In monoclinic HfO₂ the two levels on each side of the gap close up into narrow pairs towards one face of the Brillouin zone, and the direct gap widens there. The pairing comes from the screw axis of the crystal, so a narrow pair at such a point is no sign of localised electrons. Where the table changes only the component along the screw axis, the narrowing accounts for about a third of the widening of the gap.

Kohn-Sham levels of monoclinic HfO₂ (P2₁/c, 12 atoms per cell) at points of a 5×5×5 k mesh, in eV from the valence top. Computed with Ansatz 0.2.0 at the given geometry, using PBE, Ansatz PAW potentials, a 420 eV plane-wave cutoff and Gaussian smearing of 0.012 eV, without spin polarisation or spin-orbit coupling.

```
point a (reciprocal cell vector)  point b (reciprocal cell vector)  point c (reciprocal cell vector)  level point (row)  level under 4 (eV)  level under 3 (eV)  level under 2 (eV)  level under 1 (eV)  level over 1 (eV)  level over 2 (eV)
                          0.0000                            0.0000                            0.0000                  1              -0.494              -0.478              -0.140               0.000              4.584              5.150
                          0.0000                            0.2000                            0.2000                  2              -0.781              -0.689              -0.332              -0.204              4.814              5.150
                          0.0000                            0.4000                            0.0000                  3              -0.840              -0.734              -0.410              -0.336              5.148              5.157
                          0.0000                            0.4000                            0.4000                  4              -0.838              -0.739              -0.615              -0.532              4.976              5.035
                          0.4000                            0.0000                            0.2000                  5              -0.820              -0.802              -0.435              -0.053              4.215              4.938
                          0.4000                            0.0000                            0.4000                  6              -0.979              -0.766              -0.550              -0.298              4.358              4.636
                          0.4000                            0.4000                           -0.4000                  7              -0.969              -0.892              -0.717              -0.655              4.614              4.692
```

Each row is one k point, that is, one way in which the phase of an electron wave advances from cell to cell. Point a, point b and point c are its components along the three reciprocal cell vectors; the plane b = 0.5 is a face of the Brillouin zone. Level under 1 is the highest filled level at that point and level over 1 the lowest empty one. Energies are counted from the valence top, which on this mesh lies at point 1, the zone centre Γ.

The quantity to watch is the spacing within a pair. For the two lowest empty levels it averages 0.52 eV over the three points with b = 0, but only 0.05 eV over the three with b = 0.4. The top two filled levels close up as well, from 0.26 to 0.07 eV. For both pairs, every point with b = 0.4 has a smaller spacing than any point with b = 0.

The reason is that the crystal repeats itself, in a twisted way, after half a cell along b: a half turn about the b axis followed by a half-cell shift leaves it unchanged. Picture a wave that runs along b through these half cells. At b = 0 its phase advances by 0° or by 180° per half cell, which gives an in-phase and an out-of-phase combination with different energies. At b = 0.5 the advance is +90° or −90°. These are the same wave running forwards and backwards, and they must have the same energy.

Symmetry makes this exact for the real crystal, whatever orbitals are involved. Combine the screw operation with time reversal. On the whole plane b = 0.5 the result leads back to the same k point, and applying it twice multiplies the wave by −1. No single level can satisfy that alone, so all levels there come in twos. The 152 electrons fill 76 bands, an even number, so the gap falls between pairs and never inside one. None of the rows lies on that plane. Those with b = 0.4 are near it, so narrow pairs are to be expected there, though not for every pair.

The simplest model is a chain with two equal steps per cell and a coupling t between neighbours. Its two levels are E₀ ± 2t cos(πb), so their spacing S is

S(b) = S(0) · cos(πb)

Points 1 and 3 differ only in b, which makes them the natural test. With S(0) taken from point 1, the conduction pair at point 3 should be split by

0.566 eV × cos(0.4π) = 0.566 eV × 0.309 = 0.175 eV

The calculation gives 0.009 eV, so the model has the right direction but a far too large remainder. For the top valence pair it errs the other way, with 0.04 eV against a computed 0.07 eV. Such misses are no surprise in a crystal with several orbitals on each atom, whose bands mix and cross on the way. Only the end point, zero spacing at b = 0.5, is fixed by symmetry. The printed output after this text compares the model with the computed spacings and splits the changes of the band edges into their parts.

The second valence pair, levels under 3 and 4, shows how little a single narrow pair means. Its spacing is only 0.016 eV at Γ, where the symmetry of this crystal demands no coincidence at all, and it grows to 0.106 eV at point 3. It must still close by b = 0.5, but it need not shrink steadily on the way there.

How much does pairing matter for the gap? The lowest empty level lies half a spacing below the centre of its pair, and the highest filled level half a spacing above the centre of its own. When both pairs close, the edges draw apart even if the centres stay put. From point 1 to point 3 the direct gap grows by 0.90 eV, of which 0.31 eV comes from the narrower pairs. The other 0.59 eV is the shift of the pair centres themselves. This split is bookkeeping: it takes the levels in order of energy at each point. Where bands cross on the way, the two levels next to the gap at Γ need not be the two that meet at b = 0.5.

The same bookkeeping shows how point 5 comes to have the smallest direct gap in the table. It lies at b = 0, where the screw axis does not force levels together. The centre of its top valence pair lies 0.17 eV lower than at Γ, yet the upper level is only 0.05 eV lower. With a spacing of 0.38 eV, that level sits well above the centre of its pair. On the conduction side a low pair centre and the widest spacing in the table, 0.72 eV, work together to bring the edge down.

Points 6 and 7 have low conduction pairs too, but they lack this wide spacing. At point 7 the lowest empty level is 0.40 eV higher than at point 5, and 0.32 eV of this comes from the narrower pair. At point 6 the pair centre is even 0.08 eV lower than at point 5, and still the edge is 0.14 eV higher. A likely contributor is the glide plane, which by a similar argument forces pairs on the lines where c = 0.5 and a is 0 or 0.5. Point 6 is close to such a line, and so are points 4 and 7, where the glide plane can add to the effect of the screw axis. At points 4 and 7 the table cannot separate the two effects.

For practical work, follow the levels near b = 0.5 in twos, and compare pair centres before reading a change of an edge as a change in bonding. The same rule serves any non-magnetic crystal with a primitive monoclinic cell and a twofold screw axis, on the zone face perpendicular to that axis. A plain twofold axis without the half-cell shift forces no such pairing. The rule holds for calculations without spin-orbit coupling, as here; with heavy hafnium in the crystal, that coupling can open the pairs again.

Treat the gap itself with more care. On the full mesh it is indirect and measures 4.205 eV, only 0.06 eV less than the direct gap at point 5. The mesh never touches a component of 0.5, and points added to it can only keep this value or lower it. It also belongs to a cell that is under about 6 GPa of computed pressure, and PBE generally makes oxide gaps too small. The conduction minimum of the mesh lies a mere 0.01 eV below the level at point 5, so the place where the conduction band is really lowest remains open until it is sought on a finer mesh that includes the zone boundary, and with spin-orbit coupling.

Printed output of the fit:

```
Splittings, pair centres and direct gap in eV:
  row  point  lower valence pair  top valence pair  conduction pair  top valence centre  conduction centre  direct gap
  0.0      1               0.016              0.14            0.566               -0.07              4.867       4.584
  0.0      2               0.092             0.128            0.336              -0.268              4.982       5.018
  0.0      3               0.106             0.074            0.009              -0.373              5.152       5.484
  0.0      4               0.099             0.083            0.059             -0.5735              5.005       5.508
  0.4      5               0.018             0.382            0.723              -0.244              4.576       4.268
  0.4      6               0.213             0.252            0.278              -0.424              4.497       4.656
  0.4      7               0.077             0.062            0.078              -0.686              4.653       5.269
Mean conduction splitting at b 0 (eV): 0.5223
Mean conduction splitting at b 0.4 (eV): 0.04867
Mean top valence splitting at b 0 (eV): 0.258
Mean top valence splitting at b 0.4 (eV): 0.073
Mean lower valence splitting at b 0 (eV): 0.08233
Mean lower valence splitting at b 0.4 (eV): 0.094
Ratio of means b 0.4 to b 0, conduction pair: 0.09317
Ratio of means b 0.4 to b 0, top valence pair: 0.2829
Ratio expected from the cosine model: 0.309
Cosine model from point 1, conduction splitting at point 3 (eV): 0.1749
Cosine model from point 1, top valence splitting at point 3 (eV): 0.04326
Direct gap, point 3 less point 1 (eV): 0.9
Part of it from the pair centres (eV): 0.5885
Part of it from the narrower pairs (eV): 0.3115
Conduction edge, point 7 less point 5 (eV): 0.399
Part of it from the pair centre (eV), points 7 and 5: 0.0765
Part of it from the narrower pair (eV), points 7 and 5: 0.3225
Conduction edge, point 6 less point 5 (eV): 0.143
Conduction pair centre, point 6 less point 5 (eV): -0.0795
Conduction edge, point 5 less point 1 (eV): -0.369
Top valence pair centre, point 5 less point 1 (eV): -0.174
Rise of valence edge from the wider pair, point 5 against 1 (eV): 0.121
Smallest direct gap less gap on the mesh (eV): 0.06251
Lowest printed conduction level above the mesh minimum (eV): 0.009509
```
